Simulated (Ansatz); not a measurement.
# TaN/AlN/HfN: conductance against the thickness of the layer, part 3 of 7

Aim: the conductance of TaN/AlN/HfN junctions as the barrier thickens. The lower electrode is TaN rock salt(111), the upper one HfN rock salt(111); the barrier is AlN wurtzite(0001) (whole bilayers). In the first transport cell, after relaxation, the nearest pair of electrode and barrier is Ta–N at 2.08 Å, along the normal, at the lower face and Hf–Al at 3.02 Å, at a slant, at the upper one. All share a net of side 3.128 Å, which strains the lower electrode by +0.1 %, the upper one by -2.4 % and the barrier by -0.1 %, against typed lattice constants near PBE's. The first steps treat the bulk electrodes alone.

Ansatz 0.2.0; PBE DFT, plane waves, PAW files (the session's first sound run).

So far: Starting point; The strained electrode, electrode TaN rock salt(111); Layer spacing of the electrode, electrode HfN rock salt(111).

**4. Relaxing the interfaces**

System of this step: TaN/AlN/HfN. The cell holds 16 atoms: 8 N, 2 Ta, 4 Al and 2 Hf. Its edges and angles: a = 3.128 Å, b = 3.128 Å, c = 36.807 Å, α = 90.0°, β = 90.0°, γ = 120.0°. Vacuum lies along c.

Tunnelling depends exponentially on distance, so the interfaces are relaxed first. A short slab in vacuum serves: only the barrier and the layers next to it are taken over, and later cells can add or drop layers in the barrier's middle. The dipole correction removes the field that unlike faces would set up across the vacuum.

input.yaml reads:

```yaml
crystal:
  lattice:
    - [3.128, 0.0, 0.0]
    - [-1.564, 2.708927463, 0.0]
    - [0.0, 0.0, 36.80720305]
  atoms:
    - { symbol: "N", position: [0.0, 0.0, 0.2173487616] }
    - { symbol: Ta, position: [0.33333333, 0.66666667, 0.2519942766] }
    - { symbol: "N", position: [0.66666667, 0.33333333, 0.2866397915] }
    - { symbol: Ta, position: [0.0, 0.0, 0.3212853065] }
    - { symbol: "N", position: [0.0, 0.0, 0.3881200507] }
    - { symbol: Al, position: [0.33333333, 0.66666667, 0.4042208382] }
    - { symbol: "N", position: [0.33333333, 0.66666667, 0.4563437264] }
    - { symbol: Al, position: [0.0, 0.0, 0.4724445138] }
    - { symbol: "N", position: [0.0, 0.0, 0.5245674021] }
    - { symbol: Al, position: [0.33333333, 0.66666667, 0.5406681895] }
    - { symbol: "N", position: [0.33333333, 0.66666667, 0.5927910777] }
    - { symbol: Al, position: [0.0, 0.0, 0.6088918652] }
    - { symbol: Hf, position: [0.33333333, 0.66666667, 0.6743148278] }
    - { symbol: "N", position: [0.66666667, 0.33333333, 0.7104269647] }
    - { symbol: Hf, position: [0.0, 0.0, 0.7465391015] }
    - { symbol: "N", position: [0.33333333, 0.66666667, 0.7826512384] }
kpoints:
  mp_grid: { grid: [8, 8, 1] }
scf:
  occupations: { method: fermi_dirac, width: 0.1 }
  max_iter: 150
hamiltonian:
  xc: pbe
efield:
  axis: 3
  dipole_correction: true
relax:
  f_tol: 0.04
  max_steps: 60
output:
  forces: true
```

Run with:

```sh
$ ansatz run input.yaml --threads 4 --pin off --max-ram 12288MiB --backend cpu --events-out ev --progress --plain --runs-dir out
```

Numbers of over 12 decimals in the logs are rounded to 6 here.

The log of the run:

```text
[...]
Crystal: 16 atoms, lattice volume = 311.887 Å³
Basis set: ecut = 420 eV, 6039 PW (Γ), exchange–correlation on 48×48×500 points (8 copies of the dense FFT grid, shifted against one another)
Bands: 81, of which v1, the nominal top of the filled ones, is band 65 counted from 1 (64 counted from 0)
Symmetry: 6 space group operations
[...]
k-points: 10 of 64 (time reversal used)
[...]
SCF iter   1: F=—  HF=-56543.889356 eV  |F-HF|=—  |Δ(HF+E_count)|=         —  Δρ=1.81e-2  dr2=4.51e1  ethr=1.77e-3  p=-0.013 e·Å  D=-7.70e-3 V/Å  ΔV_dip=0.28 eV  dr2_dipole=4.32e1  V_vac-E_F(+/−)=7.77/7.50 eV  ⟨swp⟩=7.5  Hψ=3716  notcnv=0  defer=29
efield: sawtooth ramp at fractional position 0.9500 (placed from the atoms, in the widest stretch of the axis that holds none; the zero of the levels goes with the place), width 0.1000; the density the first Hamiltonian is built on has a dipole p = -0.013 e·Å; the dipole correction subtracts the counter field D = -7.70e-3 V/Å, which shifts the + side's vacuum level by +0.28 eV against the − side's; the planar-averaged density in the ramp window peaks in size at 2.2e-4 e/Å³
[...]
SCF iter   2: F=—  HF=-56544.226573 eV  |F-HF|=—  |Δ(HF+E_count)|=   3.37e-1  Δρ=3.68e-2  dr2=8.89e1  ethr=1.77e-3  p=-0.051 e·Å  D=-2.94e-2 V/Å  ΔV_dip=1.08 eV  dr2_dipole=8.28e1  V_vac-E_F(+/−)=8.31/7.22 eV  ⟨swp⟩=3.2  Hψ=1294  notcnv=0  defer=46
[...]
SCF iter  10: F=-56543.504686 eV  HF=-56543.504700 eV  |F-HF|=1.45e-5  |Δ(HF+E_count)|=   2.84e-7  Δρ=2.15e-5  dr2=8.58e-6  ethr=3.08e-8  p=-0.023 e·Å  D=-1.36e-2 V/Å  ΔV_dip=0.50 eV  dr2_dipole=6.48e-6  V_vac-E_F(+/−)=8.15/7.65 eV  ⟨swp⟩=4.0  Hψ=3145  notcnv=0
SCF 1 converged in 10 iterations: F = -56543.504686 eV  dr2 = 8.58e-6
[...]
relax step   1: F+E_penalty+E_count = -56543.50468585 eV  Δ(F+E_penalty+E_count) = +0.000e0 eV  max|allowed force component| = 5.850e0 eV/Å  Δτ_max = 0.0000 Å  (10 SCF iters, dr2 threshold 4.00e-5 eV, accepted)
[...]
SCF iter   1: F=—  HF=-56546.566185 eV  |F-HF|=—  |Δ(HF+E_count)|=         —  Δρ=2.37e-2  dr2=1.09e1  ethr=3.10e-3  p=-0.023 e·Å  D=-1.36e-2 V/Å  ΔV_dip=0.50 eV  dr2_dipole=1.08e1  V_vac-E_F(+/−)=8.06/7.56 eV  ⟨swp⟩=5.2  Hψ=2666  notcnv=0  defer=33
efield: sawtooth ramp at fractional position 0.9500 (handed on by an earlier solve), width 0.1000; the density the first Hamiltonian is built on has a dipole p = -0.023 e·Å; the dipole correction subtracts the counter field D = -1.36e-2 V/Å, which shifts the + side's vacuum level by +0.50 eV against the − side's; the planar-averaged density in the ramp window peaks in size at 3.0e-6 e/Å³
[...]
SCF iter   2: F=—  HF=-56546.356556 eV  |F-HF|=—  |Δ(HF+E_count)|=   2.10e-1  Δρ=2.26e-2  dr2=8.51e0  ethr=3.10e-3  p=-0.111 e·Å  D=-6.45e-2 V/Å  ΔV_dip=2.37 eV  dr2_dipole=6.90e0  V_vac-E_F(+/−)=7.16/4.79 eV  ⟨swp⟩=3.4  Hψ=1589  notcnv=0  defer=45
[...]
SCF iter   8: F=-56545.942894 eV  HF=-56545.942918 eV  |F-HF|=2.45e-5  |Δ(HF+E_count)|=   1.60e-5  Δρ=4.82e-5  dr2=1.92e-5  ethr=7.69e-8  p=-0.084 e·Å  D=-4.90e-2 V/Å  ΔV_dip=1.80 eV  dr2_dipole=9.63e-6  V_vac-E_F(+/−)=7.72/5.91 eV  ⟨swp⟩=3.8  Hψ=3577  notcnv=0
SCF 2 converged in 8 iterations: F = -56545.942894 eV  dr2 = 1.92e-5
relax step   2: F+E_penalty+E_count = -56545.94289388 eV  Δ(F+E_penalty+E_count) = -2.438e0 eV  max|allowed force component| = 2.238e0 eV/Å  Δτ_max = 0.1944 Å  (8 SCF iters, dr2 threshold 1.00e-4 eV, accepted)
SCF iter   1: F=—  HF=-56546.771517 eV  |F-HF|=—  |Δ(HF+E_count)|=         —  Δρ=1.44e-2  dr2=6.58e0  ethr=3.10e-3  p=-0.084 e·Å  D=-4.90e-2 V/Å  ΔV_dip=1.80 eV  dr2_dipole=4.55e0  V_vac-E_F(+/−)=7.60/5.80 eV  ⟨swp⟩=5.1  Hψ=2274  notcnv=0  defer=35
[...]
SCF iter   8: F=-56546.465304 eV  HF=-56546.465309 eV  |F-HF|=5.03e-6  |Δ(HF+E_count)|=   1.50e-6  Δρ=4.88e-5  dr2=1.27e-5  ethr=6.88e-8  p=-0.053 e·Å  D=-3.05e-2 V/Å  ΔV_dip=1.12 eV  dr2_dipole=5.46e-10  V_vac-E_F(+/−)=6.51/5.39 eV  ⟨swp⟩=4.0  Hψ=2469  notcnv=0
SCF 3 converged in 8 iterations: F = -56546.465304 eV  dr2 = 1.27e-5
relax step   3: F+E_penalty+E_count = -56546.46530409 eV  Δ(F+E_penalty+E_count) = -5.224e-1 eV  max|allowed force component| = 7.635e-1 eV/Å  Δτ_max = 0.1946 Å  (8 SCF iters, dr2 threshold 1.00e-4 eV, accepted)
[...]
relax step   4: F+E_penalty+E_count = -56546.50321864 eV  Δ(F+E_penalty+E_count) = -3.791e-2 eV  max|allowed force component| = 6.537e-1 eV/Å  Δτ_max = 0.1961 Å  (8 SCF iters, dr2 threshold 6.78e-5 eV, accepted)
[...]
relax step   5: F+E_penalty+E_count = -56546.50100253 eV  Δ(F+E_penalty+E_count) = +2.216e-3 eV  max|allowed force component| = 1.039e0 eV/Å  Δτ_max = 0.0876 Å  (7 SCF iters, dr2 threshold 4.97e-5 eV, rejected (line search))
[...]
relax step   6: F+E_penalty+E_count = -56546.54975133 eV  Δ(F+E_penalty+E_count) = -4.653e-2 eV  max|allowed force component| = 1.164e-1 eV/Å  Δτ_max = 0.0438 Å  (9 SCF iters, accepted)
[...]
relax step   7: F+E_penalty+E_count = -56546.55144220 eV  Δ(F+E_penalty+E_count) = -1.691e-3 eV  max|allowed force component| = 4.645e-2 eV/Å  Δτ_max = 0.0095 Å  (8 SCF iters, accepted)
SCF iter   1: F=—  HF=-56546.552078 eV  |F-HF|=—  |Δ(HF+E_count)|=         —  Δρ=2.79e-4  dr2=9.21e-4  ethr=1.89e-5  p=-0.048 e·Å  D=-2.79e-2 V/Å  ΔV_dip=1.03 eV  dr2_dipole=3.51e-4  V_vac-E_F(+/−)=6.70/5.67 eV  ⟨swp⟩=2.0  Hψ=1059  notcnv=0  defer=32
[...]
SCF iter   7: F=-56546.551536 eV  HF=-56546.551536 eV  |F-HF|=9.55e-9  |Δ(HF+E_count)|=   1.80e-8  Δρ=1.72e-6  dr2=4.83e-8  ethr=7.69e-11  p=-0.048 e·Å  D=-2.79e-2 V/Å  ΔV_dip=1.03 eV  dr2_dipole=7.60e-11  V_vac-E_F(+/−)=6.70/5.67 eV  ⟨swp⟩=4.2  Hψ=2698  notcnv=0
SCF 8 converged in 7 iterations: F = -56546.551536 eV  dr2 = 4.83e-8
relax step   8: F+E_penalty+E_count = -56546.55153639 eV  Δ(F+E_penalty+E_count) = -9.420e-5 eV  max|allowed force component| = 1.085e-2 eV/Å  Δτ_max = 0.0030 Å  (7 SCF iters, accepted)
SCF converged after 7 iterations
Free energy (F): -56546.551536 eV
[...]
Internal energy: -56546.388197 eV  (E = F + TS)
E sigma→0 (E₀):  -56546.469867 eV
Entropy (-TS):   -0.163339 eV (-10.209 meV/atom)
Fermi energy:    5.935787 eV
Dipole field:    D = -0.027922 V/Å  (p = -0.048126 e·Å, saw-weighted, corrected)
Work function:   Φ+ = 6.6958 eV   Φ− = 5.6681 eV
Levels:          The Fermi level and band energies are counted from a zero that moves with the ramp; work functions are not
[...]
--- Forces (eV/Å), atoms counted from 1 ---
  atom   1  N      0.00000000    -0.00000000    -0.00040955
  atom   2  Ta     0.00000000    -0.00000000    -0.00049544
  atom   3  N     -0.00000000     0.00000000    -0.00029692
  atom   4  Ta     0.00000000    -0.00000000     0.00219392
  atom   5  N     -0.00000000     0.00000000    -0.01085387
  atom   6  Al     0.00000000    -0.00000000     0.00890847
  atom   7  N     -0.00000000     0.00000000     0.00651502
  atom   8  Al    -0.00000000     0.00000000    -0.00679792
  atom   9  N      0.00000000     0.00000000     0.00479955
  atom  10  Al     0.00000000    -0.00000000    -0.00168489
  atom  11  N     -0.00000000     0.00000000    -0.00222284
  atom  12  Al    -0.00000000     0.00000000    -0.00260368
  atom  13  Hf    -0.00000000     0.00000000    -0.00094700
  atom  14  N      0.00000000    -0.00000000     0.00153404
  atom  15  Hf    -0.00000000     0.00000000     0.00205088
  atom  16  N      0.00000000    -0.00000000     0.00024702
  max |Σ_I F_I| component: 6.32e-5 eV/Å
--- Relaxed structure (8 steps of the walk, 7 accepted, 0 SCFs on fresh bases) ---
  F+E_penalty+E_count = -56546.55153639 eV   max|allowed force component| = 1.085e-2 eV/Å
  atoms:
    - { symbol: N, position: [1.3408620518887618e-17, -1.0842021931643776e-17, 0.232206] }
    - { symbol: Ta, position: [0.333333, 0.666667, 0.256900] }
    - { symbol: N, position: [0.666667, 0.333333, 0.293009] }
    - { symbol: Ta, position: [1.0578960265523903e-17, -1.0842021931650085e-17, 0.329644] }
    - { symbol: N, position: [6.123214094187498e-18, -1.0842021931650367e-17, 0.386247] }
    - { symbol: Al, position: [0.333333, 0.666667, 0.401140] }
    - { symbol: N, position: [0.333333, 0.666667, 0.453264] }
    - { symbol: Al, position: [5.6255414228370386e-18, -1.0842021931650375e-17, 0.469429] }
    - { symbol: N, position: [5.586844056060028e-18, -1.0842021931650376e-17, 0.521463] }
    - { symbol: Al, position: [0.333333, 0.666667, 0.537662] }
    - { symbol: N, position: [0.333333, 0.666667, 0.589640] }
    - { symbol: Al, position: [5.939338673105968e-18, -1.0842021931650358e-17, 0.606596] }
    - { symbol: Hf, position: [0.333333, 0.666667, 0.672500] }
    - { symbol: N, position: [0.666667, 0.333333, 0.705422] }
    - { symbol: Hf, position: [8.595342088542269e-18, -1.084202193165586e-17, 0.750343] }
    - { symbol: N, position: [0.333333, 0.666667, 0.773781] }
```

It took 47 s on 4 threads of Arm Neoverse V1, shared host; peak memory 0.93 GiB; 3.1 min of CPU time.

Step by step:

| step | energy less that of the first step (eV) | largest force component (eV/Å) |
| --- | --- | --- |
| 1 | 0.0000 | 5.8498 |
| 2 | -2.4382 | 2.2383 |
| 3 | -2.9606 | 0.7635 |
| 4 | -2.9985 | 0.6537 |
| 5 | -2.9963 | 1.0394 |
| 6 | -3.0451 | 0.1164 |
| 7 | -3.0468 | 0.0464 |
| 8 | -3.0468 | 0.0109 |

Relaxation step 5 was tried and not accepted.

The run keeps the 6 symmetry operations that it works with, so distortions that break them were not tested.

The atoms that moved most (Å):

| atom | dx | dy | dz | length |
| --- | --- | --- | --- | --- |
| N1 | 0.000 | 0.000 | 0.547 | 0.547 |
| N16 | 0.000 | 0.000 | -0.326 | 0.326 |
| Ta4 | 0.000 | 0.000 | 0.308 | 0.308 |
| N3 | 0.000 | 0.000 | 0.234 | 0.234 |
| N14 | 0.000 | 0.000 | -0.184 | 0.184 |
| Ta2 | 0.000 | 0.000 | 0.181 | 0.181 |
| Hf15 | 0.000 | 0.000 | 0.140 | 0.140 |
| N11 | 0.000 | 0.000 | -0.116 | 0.116 |

The relaxed structure:

```cif
data_structure
_symmetry_space_group_name_H-M 'P 1'
_symmetry_Int_Tables_number 1
_cell_length_a 3.1280
_cell_length_b 3.1280
_cell_length_c 36.8072
_cell_angle_alpha 90.000
_cell_angle_beta 90.000
_cell_angle_gamma 120.000
_cell_volume 311.89
loop_
_atom_site_label
_atom_site_type_symbol
_atom_site_fract_x
_atom_site_fract_y
_atom_site_fract_z
_atom_site_occupancy
N1 N 0.00000 0.00000 0.23221 1
Ta2 Ta 0.33333 0.66667 0.25690 1
N3 N 0.66667 0.33333 0.29301 1
Ta4 Ta 0.00000 0.00000 0.32964 1
N5 N 0.00000 0.00000 0.38625 1
Al6 Al 0.33333 0.66667 0.40114 1
N7 N 0.33333 0.66667 0.45326 1
Al8 Al 0.00000 0.00000 0.46943 1
N9 N 0.00000 0.00000 0.52146 1
Al10 Al 0.33333 0.66667 0.53766 1
N11 N 0.33333 0.66667 0.58964 1
Al12 Al 0.00000 0.00000 0.60660 1
Hf13 Hf 0.33333 0.66667 0.67250 1
N14 N 0.66667 0.33333 0.70542 1
Hf15 Hf 0.00000 0.00000 0.75034 1
N16 N 0.33333 0.66667 0.77378 1
```

This step gave:

```
free energy               : -56546.5515 eV
Fermi energy              : 5.936 eV
work function, upper face : 6.696 eV
work function, lower face : 5.668 eV
dipole moment             : -0.04813 e·Å
dipole field              : -0.02792 V/Å
```

The largest force component on a free atom ends at 0.011 eV/Å. The work functions of the outer faces are 5.67 and 6.70 eV.

(Part 3 of 7 ends here.)

[Logs are printed without paths, hosts, clocks, repeated set-up lines and the standing remarks that a program may print on its own settings, such as how far it seeks lower states.]

[Hosts, paths, dates, database ids (printed as entryN), source tags and the programs' standing remarks are cut or masked in the printed files.]
